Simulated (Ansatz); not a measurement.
**Property card for Si**

These are results of Ansatz 0.2.0, DFT PBE, scalar-relativistic, plane waves, PAW, not measurements.

Cutoff 420 eV; k points 10×10×10 on the computed 2-atom cell (Γ-centred); Gaussian smearing, width 0.02 eV; no spin polarisation.

The structure is relaxed at this level of theory with its symmetry kept.

The structure is cubic, space group Fd-3m (No. 227). The conventional cell has a = 5.470 Å, b = 5.470 Å, c = 5.470 Å, α = 90.00°, β = 90.00°, γ = 90.00°. Si (site symmetry -43m) has 4 Si at 2.37 Å as nearest neighbours.

```json
{"Volume per atom": "138.0 bohr³", "Formation energy from the elements' standard states (uncorrected)": "0.000 eV/atom", "Kohn–Sham band gap": "0.61 eV, indirect from Γ to (0.000, 0.419, 0.419)", "Löwdin character of the top 1 eV of the valence band": "Si 3p 96 %", "Löwdin character of the lowest 1 eV of the conduction band": "Si 3p 58 %, Si 3s 27 %, unprojected 15 %", "Electron masses at the edge by Cartesian direction of the standard setting (m_e; degenerate bands sorted by energy; no spin-orbit coupling)": "x: 0.96; y: 0.20; z: 0.20", "Hole masses at the edge by Cartesian direction of the standard setting (m_e; degenerate bands sorted by energy; no spin-orbit coupling)": "x: 0.27, 0.27, 0.16; y: 0.27, 0.27, 0.16; z: 0.27, 0.27, 0.16", "Bulk modulus": "89 GPa", "Its pressure derivative": "4.3", "Electronic dielectric constant xx, yy, zz of the standard setting (independent particles)": "13.6, 13.6, 13.6", "Bader charges (e)": "Si (2 in the cell) 0.00"}
```